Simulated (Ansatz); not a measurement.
## Zr2NOS MXene monolayer in a perpendicular field

Wanted: the out-of-plane response of the Zr2NOS MXene monolayer. A positive field points along +c.

Main program and level: Ansatz 0.2.0; plane-wave DFT, PBE-D3(BJ), Ansatz PAW (set soft_1); PAW set soft_1.

**1. Starting point**

The cell holds 5 atoms: 1 S, 2 Zr, 1 N and 1 O. Its edges and angles: a = 3.217 Å, b = 3.217 Å, c = 42.237 Å, α = 90.0°, β = 90.0°, γ = 120.0°. Vacuum lies along c.

**2. Relaxation**

The starting cell is a guess, so the in-plane lattice and the atoms are relaxed first, with the slab cut off from its images along the normal.

File input.yaml:

```yaml
crystal:
  lattice:
    - [3.2175, 0.0, 0.0]
    - [-1.60875, 2.7864367367, 0.0]
    - [0.0, 0.0, 42.2365260438]
  atoms:
    - { symbol: S, position: [0.3333333333, 0.6666666667, 0.4332742703] }
    - { symbol: Zr, position: [0.6666666667, 0.3333333333, 0.4771861427], spin: 1.0 }
    - { symbol: "N", position: [0.0, 0.0, 0.5072440073] }
    - { symbol: Zr, position: [0.3333333333, 0.6666666667, 0.5373018718], spin: 1.0 }
    - { symbol: O, position: [0.6666666667, 0.3333333333, 0.5667257297] }
  periodic: [true, true, false]
magnetization:
  spin_polarized: true
kpoints:
  mp_grid: { grid: [12, 12, 1] }
hamiltonian:
  xc: pbe
  dispersion: d3bj
  pseudopotentials: { kind: paw, azcp: { folder: soft_1 } }
scf:
  occupations: { method: fermi_dirac, width: 0.05 }
  convergence: { dr2_threshold: 1.0e-09 }
relax:
  f_tol: 0.004
  max_steps: 90
  cell: {}
output:
  write_potential: true
  write_density: true
  volumetric_format: npy
```

Run with:

```sh
$ ansatz run input.yaml --threads 2 --pin off --max-ram 3072MiB --backend cpu --events-out ev --progress --plain --runs-dir out
```

Numbers of over 12 decimals in the logs are rounded to 6 here.

The log of the run:

```text
Warning: relax.cell: scf.convergence.dr2_threshold = 1e-9 eV is looser than the 2.04498185763e-10 eV advised for a relaxation that steers and ends on the stress (1e-10 eV for each atom of the cell: 5, times the square of relax.cell.stress_2d_tol = 0.05 N/m over 15.6 Å (the atoms' height at the walk's start and 5 Å past either face), 3.198e-2 GPa, over a crystal's default 0.05). What an SCF threshold leaves in a stress goes as its square root, and in the free energy as the threshold itself, and one threshold admits the most on a small cell: [figures from the program's tests cut] Set scf.convergence.dr2_threshold to 2.04498185763e-10 eV or tighter. [rest of the remark cut]
Engine: ansatz 0.2.0, aarch64-unknown-linux-gnu
Pseudopotentials: kind: paw
Pseudopotential: S, paw, valence charge 6, recommended cutoff 420 eV (normal), soft_1/S.paw.azcp
Pseudopotential: Zr, paw, valence charge 12, recommended cutoff 420 eV (normal), soft_1/Zr.paw.azcp
Pseudopotential: N, paw, valence charge 5, recommended cutoff 420 eV (normal), soft_1/N.paw.azcp
Pseudopotential: O, paw, valence charge 6, recommended cutoff 420 eV (normal), soft_1/O.paw.azcp
Functional definition: PBE
  parameter kappa = 0.804
  parameter beta = 0.066725
  exchange = pbe_x(kappa = kappa, mu = beta*pi^2/3)
  correlation = pbe_c(beta = beta)
Crystal: 5 atoms, lattice volume = 378.666 Å³
Basis set: ecut = 420 eV, 7521 PW (Γ), exchange–correlation on 48×48×576 points (8 copies of the dense FFT grid, shifted against one another)
Bands: 27, of which v1, the nominal top of the filled ones, is band 21 counted from 1 (20 counted from 0)
Symmetry: 6 space group operations
Space group: P3m1 (ITA 156), of the structure as read, at distance tolerance 7.2e-5 Å
Magnetic group: BNS 156.49 (UNI 1279), of the structure as read, at distance tolerance 7.2e-5 Å
k-points: 19 of 144 (time reversal used)
Non-local potential: S, projectors of the file, l = 0: 2, l = 1: 2, l = 2: 1
Non-local potential: Zr, projectors of the file, l = 0: 3, l = 1: 2, l = 2: 2, l = 3: 1
Non-local potential: N, projectors of the file, l = 0: 2, l = 1: 2, l = 2: 1
Non-local potential: O, projectors of the file, l = 0: 2, l = 1: 2, l = 2: 1
PAW form: soft (Blöchl's): semilocal exchange-correlation on the pseudo side does not see the compensation charge
PAW one-centre angular grid: S, 110 points (default); XC on 64 Gauss nodes
PAW one-centre angular grid: Zr, 590 points (default); XC on 64 Gauss nodes
PAW one-centre angular grid: N, 110 points (default); XC on 64 Gauss nodes
PAW one-centre angular grid: O, 110 points (default); XC on 64 Gauss nodes
Initial density: superposition of atomic densities (neutral atoms: chi_scale 0, normalization atom)
Starting moments: Σ|m| = 2 μB on 2 of 5 sites
Initial wavefunctions: pseudopotential atomic-orbital guess
Functional: x = pbe(κ = 0.804, μ = 0.219515), c = pbe(β = 0.066725)
SCF iter   1: F=—  HF=-10232.996905 eV  |F-HF|=—  |Δ(HF+E_count)|=         —  Δρ=3.00e-2 (↑3.00e-2 ↓2.86e-2)  dr2=1.89e1  dr2_m=1.66e-1  M=0.623 μB ∫|m|=0.733 μB  β_m=0.30  ethr=3.10e-3  ⟨swp⟩=14.8  Hψ=8493  notcnv=0
Mixer restart at iter 1: flushing history
preconditioner: auto → LDOS  [metal: Δε(μ)=0.038 eV  Ē_g=10.513 eV  σ=0.050 eV  W_gap=0.19  n_scr=24 (ndim 8)  ℏωp=9.5 eV  f_vac=0.778  D(μ)=2.31/eV (n_scr^D=14)]
spin=Collinear: LDOS preconditioning applied to the charge; magnetization (m = ρ↑ − ρ↓) channel mixes plain (no charge-response kernel on spin).
SCF iter   2: F=—  HF=-10230.049534 eV  |F-HF|=—  |Δ(HF+E_count)|=    2.95e0  Δρ=1.52e-2 (↑1.52e-2 ↓1.36e-2)  dr2=5.14e0  dr2_m=9.43e-2  M=0.491 μB ∫|m|=0.617 μB  β_m=0.44  ethr=3.10e-3  ⟨swp⟩=4.8  Hψ=2685  notcnv=0  defer=47
SCF iter   3: F=—  HF=-10229.226492 eV  |F-HF|=—  |Δ(HF+E_count)|=   8.23e-1  Δρ=4.89e-3 (↑4.89e-3 ↓4.38e-3)  dr2=1.32e-1  dr2_m=1.97e-2  M=0.313 μB ∫|m|=0.406 μB  β_m=0.60  ethr=3.10e-3  ⟨swp⟩=4.1  Hψ=2744  notcnv=0  defer=47
SCF iter   4: F=—  HF=-10229.324289 eV  |F-HF|=—  |Δ(HF+E_count)|=         —  Δρ=2.06e-3 (↑2.06e-3 ↓1.57e-3)  dr2=1.51e-2  dr2_m=7.64e-3  M=0.102 μB ∫|m|=0.152 μB  β_m=0.60  ethr=3.22e-4  ⟨swp⟩=3.9  Hψ=2541  notcnv=0  defer=44
SCF iter   5: F=—  HF=-10229.328016 eV  |F-HF|=—  |Δ(HF+E_count)|=   3.73e-3  Δρ=9.10e-4 (↑9.10e-4 ↓8.30e-4)  dr2=4.32e-3  dr2_m=2.04e-3  M=0.061 μB ∫|m|=0.094 μB  β_m=0.80  ethr=3.67e-5  ⟨swp⟩=3.5  Hψ=2223  notcnv=0  defer=44
SCF iter   6: F=—  HF=-10229.330778 eV  |F-HF|=—  |Δ(HF+E_count)|=   2.76e-3  Δρ=3.05e-4 (↑3.05e-4 ↓2.81e-4)  dr2=7.99e-4  dr2_m=1.93e-4  M=0.021 μB ∫|m|=0.032 μB  β_m=0.72  ethr=1.05e-5  ⟨swp⟩=3.2  Hψ=2147  notcnv=0  defer=44
SCF iter   7: F=—  HF=-10229.330981 eV  |F-HF|=—  |Δ(HF+E_count)|=   2.03e-4  Δρ=9.45e-5 (↑9.45e-5 ↓8.56e-5)  dr2=2.59e-5  dr2_m=2.43e-5  M=0.008 μB ∫|m|=0.012 μB  β_m=0.83  ethr=1.95e-6  ⟨swp⟩=3.4  Hψ=2261  notcnv=0  defer=44
SCF iter   8: F=—  HF=-10229.331021 eV  |F-HF|=—  |Δ(HF+E_count)|=   4.08e-5  Δρ=2.88e-5 (↑2.88e-5 ↓2.49e-5)  dr2=6.08e-6  dr2_m=1.73e-6  M=0.002 μB ∫|m|=0.003 μB  β_m=0.81  ethr=6.31e-8  ⟨swp⟩=3.8  Hψ=2662  notcnv=0  defer=44
SCF iter   9: F=—  HF=-10229.331025 eV  |F-HF|=—  |Δ(HF+E_count)|=   3.42e-6  Δρ=7.83e-6 (↑7.47e-6 ↓7.83e-6)  dr2=7.96e-7  dr2_m=9.22e-8  M=0.000 μB ∫|m|=0.000 μB  β_m=0.81  ethr=1.48e-8  ⟨swp⟩=3.2  Hψ=2196  notcnv=0  defer=44
SCF iter  10: F=—  HF=-10229.331026 eV  |F-HF|=—  |Δ(HF+E_count)|=   6.13e-7  Δρ=3.02e-6 (↑3.02e-6 ↓2.04e-6)  dr2=1.29e-7  dr2_m=1.60e-8  M=0.000 μB ∫|m|=0.000 μB  β_m=0.85  ethr=1.94e-9  ⟨swp⟩=3.5  Hψ=2225  notcnv=0  defer=44
SCF iter  11: F=—  HF=-10229.331026 eV  |F-HF|=—  |Δ(HF+E_count)|=   5.85e-8  Δρ=9.09e-7 (↑6.96e-7 ↓9.09e-7)  dr2=4.60e-9  dr2_m=1.79e-9  M=0.000 μB ∫|m|=0.000 μB  β_m=0.90  ethr=3.15e-10  ⟨swp⟩=3.7  Hψ=2181  notcnv=0  defer=44
SCF iter  12: F=—  HF=-10229.331026 eV  |F-HF|=—  |Δ(HF+E_count)|=   2.59e-8  Δρ=4.12e-7 (↑4.12e-7 ↓2.07e-7)  dr2=8.05e-10  dr2_m=1.50e-10  M=0.000 μB ∫|m|=0.000 μB  β_m=0.85  ethr=1.12e-11  ⟨swp⟩=3.6  Hψ=2478  notcnv=0  defer=44
SCF iter  13: F=-10229.331026 eV  HF=-10229.331026 eV  |F-HF|=2.60e-9  |Δ(HF+E_count)|=   4.87e-9  Δρ=1.77e-7 (↑7.30e-8 ↓1.77e-7)  dr2=1.52e-10  dr2_m=3.11e-11  M=0.000 μB ∫|m|=0.000 μB  ethr=1.96e-12  ⟨swp⟩=9.8  Hψ=8674  notcnv=0
[...]
relax step   9: F+E_penalty+E_count = -10230.21404208 eV  Δ(F+E_penalty+E_count) = -6.913e-3 eV  max|allowed force component| = 6.788e-4 eV/Å  Δτ_max = 0.0000 Å  P = +0.147 N/m  Ω = 401.631 Å³  fix = [c, alpha, beta]  reactions: c +0.000 N/m  stress off target by 1.47e-1 N/m on what of the cell is left free  SCF on the basis re-selected at this cell (its energy is not comparable with the rows above)  (6 SCF iters)
relax step  10: F+E_penalty+E_count = -10230.21401062 eV  Δ(F+E_penalty+E_count) = +3.146e-5 eV  max|allowed force component| = 1.801e-3 eV/Å  Δτ_max = 0.0010 Å  P = +0.007 N/m  Ω = 402.026 Å³  energy of the carried Pulay correction = -7.600e-5 eV  fix = [c, alpha, beta]  reactions: c +0.000 N/m  (7 SCF iters, accepted)
iter 1 solved again at ethr=4.80e-7 eV; its pass at ethr=3.10e-3 eV (dr2=1.97e-4 eV) is discarded
SCF iter   1: F=—  HF=-10230.213982 eV  |F-HF|=—  |Δ(HF+E_count)|=         —  Δρ=3.65e-6 (↑3.65e-6 ↓3.65e-6)  dr2=1.75e-8  dr2_m=1.99e-11  M=-0.000 μB ∫|m|=0.000 μB  β_m=0.65  ethr=4.80e-7  ⟨swp⟩=6.6  Hψ=13392  notcnv=0
eigensolver tolerance schedule: the retry pair's looser diagonalisation over-reported the residual by 11235.02 of it (diagonalisation noise at an unbounded share of the residual, at the tolerance the schedule requests for it); recorded, not acted on — ethr = c·dr2/N_el stays at c = 1.0e-1
preconditioner: auto → LDOS  [metal: Δε(μ)=0.039 eV  Ē_g=9.357 eV  σ=0.050 eV  W_gap=0.19  n_scr=22 (ndim 8)  ℏωp=9.3 eV  f_vac=0.795  D(μ)=2.34/eV (n_scr^D=12)]
spin=Collinear: LDOS preconditioning applied to the charge; magnetization (m = ρ↑ − ρ↓) channel mixes plain (no charge-response kernel on spin).
SCF iter   2: F=—  HF=-10230.214060 eV  |F-HF|=—  |Δ(HF+E_count)|=   7.78e-5  Δρ=1.42e-6 (↑1.42e-6 ↓1.42e-6)  dr2=1.81e-8  dr2_m=8.70e-12  M=-0.000 μB ∫|m|=0.000 μB  β_m=0.37  ethr=4.27e-11  ⟨swp⟩=6.8  Hψ=4402  notcnv=0
SCF iter   3: F=—  HF=-10230.214056 eV  |F-HF|=—  |Δ(HF+E_count)|=   4.38e-6  Δρ=1.45e-6 (↑1.45e-6 ↓1.45e-6)  dr2=4.63e-9  dr2_m=8.28e-12  M=-0.000 μB ∫|m|=0.000 μB  β_m=0.68  ethr=4.27e-11  ⟨swp⟩=2.4  Hψ=1211  notcnv=0
SCF iter   4: F=—  HF=-10230.214085 eV  |F-HF|=—  |Δ(HF+E_count)|=   2.88e-5  Δρ=4.49e-7 (↑4.49e-7 ↓4.44e-7)  dr2=6.33e-9  dr2_m=1.25e-12  M=-0.000 μB ∫|m|=0.000 μB  β_m=0.76  ethr=1.13e-11  ⟨swp⟩=4.4  Hψ=2369  notcnv=0
SCF iter   5: F=—  HF=-10230.214086 eV  |F-HF|=—  |Δ(HF+E_count)|=   1.25e-6  Δρ=1.89e-7 (↑1.89e-7 ↓1.88e-7)  dr2=1.36e-9  dr2_m=4.65e-13  M=-0.000 μB ∫|m|=0.000 μB  β_m=0.81  ethr=1.13e-11  ⟨swp⟩=3.0  Hψ=1588  notcnv=0
SCF iter   6: F=-10230.214086 eV  HF=-10230.214086 eV  |F-HF|=3.61e-8  |Δ(HF+E_count)|=   2.21e-7  Δρ=4.58e-8 (↑4.58e-8 ↓4.44e-8)  dr2=9.53e-11  dr2_m=1.88e-13  M=-0.000 μB ∫|m|=0.000 μB  ethr=2.44e-12  ⟨swp⟩=17.6  Hψ=8425  notcnv=0
the starting moments were not kept: the SCF closed with an absolute magnetisation of 1.7e-6 μB, where they sum to 2 μB in size (2 sites). That is at most 0.1 of that sum. Measured as dr2_m measures the in/out step, that magnetisation stands 2.2e-13 eV from none, at or under the dr2_threshold of 1.0e-9 eV: it is no larger than a step whose dr2_m would equal this threshold.
SCF 11 converged in 6 iterations: F = -10230.214086 eV  dr2 = 9.53e-11
relax step  11: F+E_penalty+E_count = -10230.21408628 eV  Δ(F+E_penalty+E_count) = -7.567e-5 eV  max|allowed force component| = 1.819e-3 eV/Å  Δτ_max = 0.0000 Å  P = +0.007 N/m  Ω = 402.026 Å³  fix = [c, alpha, beta]  reactions: c +0.000 N/m  stress off target by 7.44e-3 N/m on what of the cell is left free  SCF on the basis re-selected at this cell (its energy is not comparable with the rows above)  (6 SCF iters)
basis re-selected at this cell: Δ(F+E_penalty+E_count) = -7.567e-5 eV, ΔP = +0.001 N/m vs the last step (what re-selecting the basis moved, of the pressure what is left beyond the Pulay correction that the steps carried, after the strain that the cell walked since its last selection, with what the two solves' SCF thresholds leave and, on support functions, any second-order correction that the steps lacked; it is no m [...]
WARN: The output density's exchange-correlation potential varies sharply where the density is thin. Do not read a vacuum level from v_tot or v_xc, or from such a field of the output density. On a cell that repeats whose density bears no net charge and no dipole along the vacuum's axis use v_es (v_loc + v_h of the components); under efield.dipole_correction with no amplitude use v_es + v_field, which holds any externa [...]
SCF converged after 6 iterations
Magnetization: -0.0000 μB (20.5000 up, 20.5000 down)
Absolute magnetization: 0.0000 μB (∫|ρ↑−ρ↓|, with the PAW one-centre terms)
Spin contamination: 0.0000 ħ² per cell (⟨S²⟩ above its minimum at these occupations)
Per-site moments (μB) at R_I (Å): [(-2.310700891562735e-8, 1.031224), (-2.869438644655314e-7, 0.968963), (2.0072432200795694e-7, 0.953421), (-2.1145497313406056e-7, 0.879946), (-4.1373702560643645e-8, 0.879946)]
Free energy (F): -10230.214086 eV
Harris-Foulkes:  -10230.214086 eV  (|F-HF|=3.61e-8)
Internal energy: -10230.196783 eV  (E = F + TS)
E sigma→0 (E₀):  -10230.205435 eV
Entropy (-TS):   -0.017303 eV (-3.461 meV/atom)
Fermi energy:    -5.110373 eV
--- Per-component energies (eV) ---
  E_band       = -908.923177
  E_kinetic    = 1038.216445
  E_local      = -137179.426583  (includes V_loc(G=0)·N_el)
  E_nonlocal   = 267.820404
  E_hartree    = 67922.097203
  E_xc         = -532.772239
  E_vxc        = -619.480524  (∫ρ·V_xc dr)
  E_paw        = -6825.702429  (= ΣΔE_a)
  E_vpaw       = -260.250216  (= ΣTr[D̂ρ^β])
  E_aug_tail   = 0.001582  (compensation charges beyond the density's cutoff)
  E_ewald      = 65080.913131
  E_disp       = -1.344296  (pairwise vdW)
  E_smearing   = -0.017303  (= −TS)
  E_closure    = -0.000000  (closes the sum)
  Σ components = -10230.214086   (vs F -10230.214086, Δ=0.00e0)
--- Forces (eV/Å), atoms counted from 1 ---
  atom   1  S      0.00000000     0.00000000    -0.00069005
  atom   2  Zr    -0.00000000    -0.00000000     0.00168837
  atom   3  N     -0.00000000    -0.00000000     0.00055711
  atom   4  Zr    -0.00000000    -0.00000000    -0.00181970
  atom   5  O      0.00000000    -0.00000000     0.00026261
  max |Σ_I F_I| component: 1.66e-6 eV/Å
--- 2D stress c σ (N/m, compression-positive) ---
        0.007441       0.000000      -0.000000
        0.000000       0.007441       0.000000
       -0.000000       0.000000       0.000000
  P = ½ c Tr σ = 0.0074 N/m
--- Band table (eV; the first three rows and the last of 38) ---
  k-point 0 ↑: bands = [... 17 lower, -7.6989, -6.0949, -6.0949, -4.6055, -4.6055, -4.4758, -2.9781, -2.9378, ... 2 higher]
  k-point 1 ↑: bands = [... 17 lower, -7.7003, -6.4352, -6.2558, -4.7607, -4.3436, -4.2216, -3.1748, -2.8810, ... 2 higher]
  k-point 2 ↑: bands = [... 17 lower, -8.1696, -6.8741, -6.4922, -5.1417, -3.8750, -3.8321, -3.1365, -2.5949, ... 2 higher]
  k-point 18 ↓: bands = [... 17 lower, -9.2553, -8.1774, -7.8802, -4.0199, -3.8554, -3.0790, -2.3931, -2.0659, ... 2 higher]
  the weakly bound empty levels are not read free of the cell's end (no_gap_told)
--- Relaxed structure (9 steps of the walk, 8 accepted, 2 SCFs on fresh bases) ---
  F+E_penalty+E_count = -10230.21408628 eV   max|allowed force component| = 1.819e-3 eV/Å   (the final SCF, on the basis selected at the relaxed cell)
  cell:  # Å, volume = 402.0256 Å³
    - [3.315259, 0.0, 0]
    - [-1.657629, 2.871098, 0]
    - [0, 0, 42.2365260438]
  atoms:
    - { symbol: S, position: [0.333333, 0.666667, 0.437814] }
    - { symbol: Zr, position: [0.666667, 0.333333, 0.475888] }
    - { symbol: N, position: [1.7169313205224226e-18, 0, 0.508128] }
    - { symbol: Zr, position: [0.333333, 0.666667, 0.538802] }
    - { symbol: O, position: [0.666667, 0.333333, 0.561100] }
```

Run time: 5.1 min. Hardware: 2 threads of Arm Neoverse V1, shared host; peak memory 0.79 GiB; 10 min of CPU time.

The steps of the relaxation:

```csv
step,energy less that of the first step (eV),largest force component (eV/Å),volume (Å³)
1,0.0000,4.2990,378.67
2,-0.7514,1.7925,388.60
3,-0.7324,1.1933,415.28
4,-0.8733,0.2584,401.67
5,-0.8758,0.0755,401.79
6,-0.8761,0.0352,401.55
7,-0.8761,0.0048,401.62
8,-0.8761,0.0006,401.63
9*,-0.8830,0.0007,401.63
10,-0.8830,0.0018,402.03
11*,-0.8831,0.0018,402.03
```

Relaxation steps marked * repeat the geometry before them on a plane-wave basis chosen anew for their cell, so energy and pressure can jump there. Relaxation step 3 was tried and not accepted.

The run keeps the 6 symmetry operations that it works with, so distortions that break them were not tested.

```csv
cell as run,before,after,change
a (Å),3.217,3.315,+3.0 %
b (Å),3.217,3.315,+3.0 %
```

The atoms that moved most (Å, along periodic axes as changes of fractional coordinates times the final cell, across vacuum about the mean position):

```csv
atom,dx,dy,dz,length
O5,0.000,0.000,-0.238,0.238
S1,0.000,0.000,0.192,0.192
Zr4,0.000,0.000,0.063,0.063
Zr2,0.000,0.000,-0.055,0.055
N3,0.000,0.000,0.037,0.037
```

Final coordinates:

```cif
data_structure
_symmetry_space_group_name_H-M 'P 1'
_symmetry_Int_Tables_number 1
_cell_length_a 3.3153
_cell_length_b 3.3153
_cell_length_c 42.2365
_cell_angle_alpha 90.000
_cell_angle_beta 90.000
_cell_angle_gamma 120.000
_cell_volume 402.03
loop_
_atom_site_label
_atom_site_type_symbol
_atom_site_fract_x
_atom_site_fract_y
_atom_site_fract_z
_atom_site_occupancy
S1 S 0.33333 0.66667 0.43781 1
Zr2 Zr 0.66667 0.33333 0.47589 1
N3 N 0.00000 0.00000 0.50813 1
Zr4 Zr 0.33333 0.66667 0.53880 1
O5 O 0.66667 0.33333 0.56110 1
```

This step gave:

```
energy at zero smearing : -10230.2054 eV
```

The lattice constant a goes from 3.217 to 3.315 Å.

(Continued in part 2 of 2.)

[Logs are printed without paths, hosts, clocks, repeated set-up lines and the standing remarks that a program may print on its own settings, such as how far it seeks lower states.]

[Hosts, paths, dates, database ids (printed as entryN), source tags and the programs' standing remarks are cut or masked in the printed files.]

[Maps of the electrostatic potential energy from Ansatz leave out the sawtooth potential of an applied field or a dipole correction, so their vacuum need not be flat; planar profiles and work functions include it.]
